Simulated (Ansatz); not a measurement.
Runs of Ansatz 0.2.0 on Si2Mo. The structure is hexagonal, space group P6_222 (No. 180). The conventional cell has a = 4.585 Å, b = 4.585 Å, c = 6.580 Å, α = 90.00°, β = 90.00°, γ = 120.00°. Around Mo (site symmetry 222) lie 10 Si at 2.57 to 2.67 Å. Si (site symmetry 2) is surrounded by 5 Si at 2.55 to 2.67 Å and 5 Mo at 2.57 to 2.67 Å. Measurements of this composition are mostly on another form, of space group No. 139.

| task | level | U | cell | k mesh | points for each segment of the path | hubbard projectors | double counting | gap on the mesh (eV) | pressure (GPa) | relaxed volume (Å³/atom) | largest force (eV/Å) |
| --- | --- | --- | --- | --- | --- | --- | --- | --- | --- | --- | --- |
| relaxation of cell and atoms | LDA | - | relaxed | 7 × 7 × 4 | - | - | - | 0.24 | 0.0 | 13.01 | - |
| band structure | PBEsol | - | as given | 7 × 7 × 4 | 10 | - | - | 0.26 | -1.5 | - | 0.04 |
| relaxation of cell and atoms | PBEsol+U | Mo d U = 5 eV | relaxed | 5 × 5 × 3 | - | ortho-atomic (the default) | fll (the default) | (b) | 0.0 | 13.14 | - |
| single point | PBE | - | strained by +2 % | 5 × 5 × 3 | - | - | - | 0.58 | (a) | - | 0.04 |
| band structure | RPBE | - | as given | 7 × 7 × 4 | 10 | - | - | 0.28 | 6.2 | - | - |

Alike in all rows: potentials or basis Ansatz PAW; no spin polarisation; cutoff (eV) 420; smearing fermi-dirac 0.05 eV.

Problem. Fill in the values left out.

Solution. (a) -0.5; (b) 1.19.

Caveats: the PAW data sets come from PBE, with cores solved anew for the run's functional, which leaves a small shift of forces and pressure (some runs); odd divisions of the mesh miss points on the zone boundary, where band edges often lie, so the gap on the mesh can be too wide (some runs); the plane-wave basis is chosen anew once the cell has moved, so the energies of steps on either side of that aren't comparable (some runs); the k mesh misses the band edges, so the gap on the mesh is wider than the one along the path (some runs); the U is typed as a test and isn't derived for this compound (some runs).

A k mesh can miss the band edges, and the runs leave out spin-orbit coupling on Mo.
